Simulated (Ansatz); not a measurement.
## LiH (Fm-3m): G0W0 and the starting functional

```xyz
2
Lattice="0.0000 2.0420 2.0420 2.0420 0.0000 2.0420 2.0420 2.0420 0.0000" Properties=species:S:1:pos:R:3 pbc="T T T"
Li    0.0000    0.0000    0.0000
H     2.0420    2.0420    2.0420
```

Held fixed (Ansatz):

| Property | Result |
| --- | --- |
| datasets | hand-made PAW set at its accurate level |
| k mesh | 4×4×4 |
| empty bands | 110 |
| response cutoff | 200 eV |
| frequencies | contour deformation |
| q → 0 term | analytic weight of Carrier, Rohra and Görling |
| band sums | cut at the band count |

The gap is read direct at k = (0, -0.5, -0.5), linearised, between the Kohn-Sham band edges among the points solved. ε∞ is the electronic dielectric constant on this mesh. Wave cutoffs: 1000, 1000 eV in the order of the table.

(1) The orbitals come from PBE, r²SCAN in turn. Does G0W0 narrow the spread of the gaps between these starts?

## Answers

(1) The Kohn-Sham gaps spread over 0.65 eV and the G0W0 gaps over 0.49 eV, so the dependence on the start shrinks but stays.

| orbitals | KS gap (eV) | G0W0 gap (eV) | ε∞ |
| --- | --- | --- | --- |
| PBE | 3.01 | 4.76 | 5.1 |
| r²SCAN | 3.66 | 5.26 | 4.0 |

The cell is a model at fixed atoms and needn't be the relaxed known crystal. The PAW or pseudopotential files were made with PBE. Points k are given in fractions of the reciprocal vectors. The mesh is coarse, so these are values at the stated settings, not converged ones. Band sums or response are cut, so the gap isn't at its basis limit. The gap is read on the mesh, and the crystal's band edges can lie off it. With r²SCAN or HSE06 the Kohn-Sham levels are generalised ones. Meshes this coarse can overestimate the dielectric constant by a tenth and more.
